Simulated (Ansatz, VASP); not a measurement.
# Si2Mo: VASP beside Ansatz

```xyz
6
Lattice="3.1901 0.0000 0.0000 0.0000 3.1901 0.0000 0.0000 0.0000 23.4908" Properties=species:S:1:pos:R:3 pbc="T T T"
Si    0.0000    0.0000    8.5000
Si    0.0000    0.0000   11.0801
Si    1.5950    1.5950   12.3381
Si    1.5950    1.5950   14.8378
Mo    1.5950    1.5950    9.7901
Mo    0.0000    0.0000   13.6431
```

Alike in both runs: functional PBEsol; k mesh 9 × 9 × 1; occupations gaussian, width 0.1 eV; no spin polarisation.

Ansatz relaxed the structure, and its values are those at the end. VASP's run is a single point on that final structure, the one shown.

```csv
,VASP,Ansatz
version,VASP 6.6.1,Ansatz 0.2.0
potentials or method,"VASP PAW PBE potentials, release 64 (Si, Mo_sv)","scalar-relativistic, plane waves, PAW"
plane-wave cutoff (eV),520,420
valence electrons in the cell,44,44
```

VASP gave:

* gap on the k mesh at the Fermi level (eV): none
* rms of the force components (eV/Å): 0.152

Question: What did Ansatz give for the same quantities?

Answer: gap on the k mesh at the Fermi level (eV): none; rms of the force components (eV/Å): 0.157.

A gap of «none» marks a metal or a gap that the smearing closes. The functional is the same, so the differences come from potentials, cutoffs and numerics.

Caveats: the PAW data sets were made with another functional, which shifts forces and pressure a little (VASP).
